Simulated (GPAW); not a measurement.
# NiO (Fm-3m) in GPAW: settings compared

Aim: see how the results for NiO move with the level of theory and the settings. Levels: PBE, LDA. Tasks: single point.

All numbers are computed with GPAW 26.7.0; they aren't measurements. Logs are shortened: lines on timing, memory, paths and dates and some standing lists are left out, and cuts for length are marked. The log counts tension as positive stress, the text compression.

## (1) The structure

Symmetry: Fm-3m, No. 225, cubic system. The conventional cell has a = 4.172 Å, b = 4.172 Å, c = 4.172 Å, α = 90.00°, β = 90.00°, γ = 90.00°. Around Ni (site symmetry m-3m) lie 6 O at 2.09 Å. O (site symmetry m-3m) is surrounded by 6 Ni at 2.09 Å.

## (2) Single point, PBE, collinear spin, ferromagnetic start

Input file run.py:

```python
from ase.dft.bandgap import bandgap
from ase.io import read, write
from ase.units import GPa
from gpaw import GPAW, PW

atoms = read('POSCAR')
atoms.set_initial_magnetic_moments([1.0, 0.0])

calc = GPAW(mode=PW(650),
            xc='PBE',
            kpts={'size': (9, 9, 9), 'gamma': True},
            occupations={'name': 'fermi-dirac', 'width': 0.01},
            nbands=22,
            convergence={'density': 1e-05, 'energy': 1e-05},
            maxiter=150,
            txt='gpaw.txt')
atoms.calc = calc
energy = atoms.get_potential_energy()
forces = atoms.get_forces()
stress = atoms.get_stress()
calc.write('gs.gpw')
write('result.traj', atoms)
print(f'Energy: {energy:.6f} eV')
print('Forces (eV/A):')
print(forces.round(4))
print('Stress (GPa):', (stress / GPa).round(3))
print('Moments:', calc.get_magnetic_moments().round(3))
print('Fermi level:', round(calc.get_fermi_level(), 4), 'eV')
print(f'Gap: {bandgap(calc)[0]:.4f} eV, direct: {bandgap(calc, direct=True)[0]:.4f} eV')
```

Input file POSCAR:

```
NiO
1.0
    0.0000000000      2.0859016414      2.0859016414
    2.0859016414      0.0000000000      2.0859016414
    2.0859016414      2.0859016414      0.0000000000
Ni O
1 1
Direct
    0.0000000000      0.0000000000      0.0000000000
    0.5000000000      0.5000000000      0.5000000000
```

Potentials or basis: GPAW PAW data sets (gpaw-data 1.2.1), pw.

Run with:

```bash
$ OMP_NUM_THREADS=1 python run.py
```

gpaw.txt:

```text
__  _  _
 | _ |_)|_||  |
 |__||  | ||/\| - 26.7.0

Input parameters:
  mode=PW(ecut=650.0),
  convergence={'density': 1e-05, 'energy': 1e-05},
  kpts=MonkhorstPack(size=(9, 9, 9), gamma=True),
  maxiter=150,
  nbands=22,
  occupations=Occupations(name='fermi-dirac', width=0.01),
  xc=XC(name='PBE')

Diagonalizing LCAO Hamiltonian
Converting LCAO to pw mode

              O

       Ni

Atoms  # Å, Bohr magnetons
|   | symbol |        x |        y |        z |    initial magnetic moments |
|---|--------|----------|----------|----------|-----------------------------|
| 0 |     Ni | 0.000000 | 0.000000 | 0.000000 | ( 0.0000,  0.0000,  1.0000) |
| 1 |      O | 2.085902 | 2.085902 | 2.085902 | ( 0.0000,  0.0000,  0.0000) |

Unit cell  # Å
| periodic |        x |        y |        z |  lengths |    angles |
|----------|----------|----------|----------|----------|-----------|
|      yes | 0.000000 | 2.085902 | 2.085902 | 2.949910 | 60.000000 |
|      yes | 2.085902 | 0.000000 | 2.085902 | 2.949910 | 60.000000 |
|      yes | 2.085902 | 2.085902 | 0.000000 | 2.949910 | 60.000000 |

Number of symmetries: 48
Symmetry operations  # r_c * U_cc + t_c -> r_c
|    | kind |            matrix            |
|----|------|------------------------------|
|  0 |  σ   |  1, 0, 0,  1, 0,-1,  1,-1, 0 |
|  1 |  C2  |  1, 0, 0,  1,-1, 0,  1, 0,-1 |
|  2 |  E   |  1, 0, 0,  0, 1, 0,  0, 0, 1 |
|  3 |  σ   |  1, 0, 0,  0, 0, 1,  0, 1, 0 |
|  4 |  C4  |  1, 0,-1,  1, 0, 0,  1,-1, 0 |
|  5 |  S6  |  1, 0,-1,  1,-1, 0,  1, 0, 0 |
|  6 |  σ   |  1, 0,-1,  0, 1,-1,  0, 0,-1 |
|  7 |  C3  |  1, 0,-1,  0, 0,-1,  0, 1,-1 |
|  8 |  S6  |  1,-1, 0,  1, 0, 0,  1, 0,-1 |
|  9 |  C4  |  1,-1, 0,  1, 0,-1,  1, 0, 0 |
| 10 |  C3  |  1,-1, 0,  0,-1, 1,  0,-1, 0 |
| 11 |  σ   |  1,-1, 0,  0,-1, 0,  0,-1, 1 |
| 12 |  σ   |  0, 1, 0,  1, 0, 0,  0, 0, 1 |
| 13 |  C4  |  0, 1, 0,  0, 1,-1, -1, 1, 0 |
| 14 |  C3  |  0, 1, 0,  0, 0, 1,  1, 0, 0 |
| 15 |  S6  |  0, 1, 0, -1, 1, 0,  0, 1,-1 |
| 16 |  C2  |  0, 1,-1,  1, 0,-1,  0, 0,-1 |
| 17 |  σ   |  0, 1,-1,  0, 1, 0, -1, 1, 0 |
| 18 |  S4  |  0, 1,-1,  0, 0,-1,  1, 0,-1 |
| 19 |  C4  |  0, 1,-1, -1, 1, 0,  0, 1, 0 |
| 20 |  C3  |  0, 0, 1,  1, 0, 0,  0, 1, 0 |
| 21 |  σ   |  0, 0, 1,  0, 1, 0,  1, 0, 0 |
| 22 |  S6  |  0, 0, 1,  0,-1, 1, -1, 0, 1 |
| 23 |  C4  |  0, 0, 1, -1, 0, 1,  0,-1, 1 |
| 24 |  S4  |  0, 0,-1,  1, 0,-1,  0, 1,-1 |
| 25 |  C3  |  0, 0,-1,  0, 1,-1,  1, 0,-1 |
| 26 |  C2  |  0, 0,-1,  0,-1, 0, -1, 0, 0 |
| 27 |  S6  |  0, 0,-1, -1, 0, 0,  0,-1, 0 |
| 28 |  S4  |  0,-1, 1,  1,-1, 0,  0,-1, 0 |
| 29 |  C4  |  0,-1, 1,  0, 0, 1, -1, 0, 1 |
| 30 |  C2  |  0,-1, 1,  0,-1, 0,  1,-1, 0 |
| 31 |  σ   |  0,-1, 1, -1, 0, 1,  0, 0, 1 |
| 32 |  C3  |  0,-1, 0,  1,-1, 0,  0,-1, 1 |
| 33 |  S6  |  0,-1, 0,  0, 0,-1, -1, 0, 0 |
| 34 |  S4  |  0,-1, 0,  0,-1, 1,  1,-1, 0 |
| 35 |  C2  |  0,-1, 0, -1, 0, 0,  0, 0,-1 |
| 36 |  C2  | -1, 1, 0,  0, 1, 0,  0, 1,-1 |
| 37 |  S6  | -1, 1, 0,  0, 1,-1,  0, 1, 0 |
| 38 |  S4  | -1, 1, 0, -1, 0, 1, -1, 0, 0 |
[... 117 lines left out ...]
  History deletion threshold: 6.0
  Fourier metric: weight=20.0, sigma=0.015

occupation numbers:
  Fermi-Dirac:
    width: 0.0100  # eV

poisson solver:
  ecut: 5200.0  # eV

xc functional:
  name: PBE with 2 nearest neighbor stencil

convergence criteria:
- Maximum integral of absolute [dens]ity change: 1e-05 electrons / valence electron
- Maximum [total energy] change in last 3 cyles: 1e-05 eV / valence electron
- Maximum integral of absolute [eigenst]ate change: 4e-08 eV^2 / valence electron
maximum number of iterations: 150

SCF iterations
|iter     | |      energy | eigst |  dens |  magmom |
|---------|-|-------------|-------|-------|---------|
|iter:   1| |  -13.567213 | +0.02 |       |  +1.0004|
|iter:   2| |  -13.461863 | -2.38 | -1.14 |  +0.9948|
|iter:   3| |  -13.234432 | -2.33 | -1.18 |  +0.9111|
|iter:   4| |  -13.280486 | -2.82 | -1.73 |  +0.9223|
|iter:   5| |  -13.234480 | -3.55 | -1.74 |  +0.9191|
|iter:   6| |  -13.252224 | -3.80 | -2.09 |  +0.9624|
|iter:   7| |  -13.256295 | -5.23 | -2.20 |  +1.0194|
|iter:   8| |  -13.259835 | -4.46 | -2.36 |  +1.0940|
|iter:   9| |  -13.269935 | -4.24 | -2.44 |  +1.2275|
|iter:  10| |  -13.260323 | -4.13 | -2.07 |  +1.0945|
|iter:  11| |  -13.258240 | -5.03 | -2.28 |  +1.0363|
[... 26 lines left out ...]
|iter:  38| |  -13.295405 | -3.26 | -2.09 |  +1.6403|
|iter:  39| |  -13.294076 | -5.09 | -2.36 |  +1.6059|
|iter:  40| |  -13.257836 | -2.88 | -2.20 |  +2.2272|
|iter:  41| |  -13.295218 | -2.90 | -1.75 |  +1.8484|
|iter:  42| |  -13.295063 | -4.02 | -2.44 |  +1.6295|
|iter:  43| |  -13.287904 | -4.47 | -2.29 |  +1.5224|
|iter:  44| |  -13.285401 | -2.62 | -2.09 |  +2.0440|
|iter:  45| |  -13.296319 | -3.34 | -1.90 |  +1.8152|
|iter:  46| |  -13.297431 | -4.35 | -2.40 |  +1.7522|
|iter:  47| |  -13.297596 | -5.40 | -2.83 |  +1.7290|
|iter:  48| |  -13.297598c| -7.90c| -3.77 |  +1.7279|
|iter:  49| |  -13.297600c| -7.80c| -3.93 |  +1.7258|
|iter:  50| |  -13.297600c| -9.06c| -5.43c|  +1.7259|

Converged in 50 steps
Energy contributions relative to reference atoms: (reference = -43408.850748)

Energy contributions:
  Kinetic:          26.053342
  Coulomb:         -21.981316
  Zero:              0.226722
  External:          0.000000
  Xc:              -17.596268
  Entropy:          -0.000159
  Spinorbit:         0.000000
  ----------------------------
  Free energy:     -13.297679
  Extrapolated:    -13.297600

dipole moment: (-8.388054, -8.388054, -8.388054)  # |e|*Ang

Total magnetic moment: (0.000000, 0.000000, 1.725869)

Local magnetic moments
|        x |        y |        z |
|----------|----------|----------|
| 0.000000 | 0.000000 | 1.441923 |  # Ni   0
| 0.000000 | 0.000000 | 0.201692 |  # O    1

Fermi level: 8.194
Eigenvalues  # (at kpt = [0.000, 0.000, 0.000])
| band index |      eig [eV] | occ [0-1] |      eig [eV] | occ [0-1] |
|------------|---------------|-----------|---------------|-----------|
|          0 |       -56.608 |     1.000 |       -54.844 |     1.000 |
|        ... |               |           |               |           |
|          4 |         5.009 |     1.000 |         5.489 |     1.000 |
|          5 |         5.009 |     1.000 |         5.489 |     1.000 |
|          6 |         5.009 |     1.000 |         5.489 |     1.000 |
|          7 |         5.022 |     1.000 |         6.298 |     1.000 |
|          8 |         5.022 |     1.000 |         6.298 |     1.000 |
|          9 |         5.487 |     1.000 |         6.298 |     1.000 |
[... 8 lines left out ...]
|         18 |        30.090 |     0.000 |        30.574 |     0.000 |
|         19 |        30.090 |     0.000 |        30.574 |     0.000 |
|        ... |               |           |               |           |
|         21 |        33.715 |     0.000 |        34.394 |     0.000 |

No gap
No difference between direct/indirect transitions

Forces  # eV/Ang
|        x |        y |       z |
|----------|----------|---------|
| -0.00000 | -0.00000 | 0.00000 |  # Ni   0
|  0.00000 |  0.00000 | 0.00000 |  # O    1

Stress tensor  # eV/Ang^3
|         x |         y |         z |
|-----------|-----------|-----------|
| -0.045598 |  0.000000 |  0.000000 |
|  0.000000 | -0.045598 |  0.000000 |
|  0.000000 |  0.000000 | -0.045598 |

# Writing to gs.gpw (mode='')
```

Run time: 1.8 min. Hardware: 1 thread of Arm Neoverse V2, shared host; peak memory 0.16 GiB.

What came out:

```
Free energy            : -13.2977 eV
Pressure               : 7.3 GPa
Band gap on the k mesh : none (metal or under the smearing width)
Net moment             : 1.73 μB per cell
Site moments           : Ni +1.44; O +0.20 μB
```

Caveat: the cutoff is short for stress and forces, so pressures can be off by a GPa or more; the stock nickel data set gives pressures a few GPa off other programs; a cell with one magnetic atom can't hold antiferromagnetic order, which such compounds often take; semilocal functionals often make such compounds metallic where correlation or magnetic order opens a gap, which also shifts bond lengths.

(Continued in part 2 of 2.)
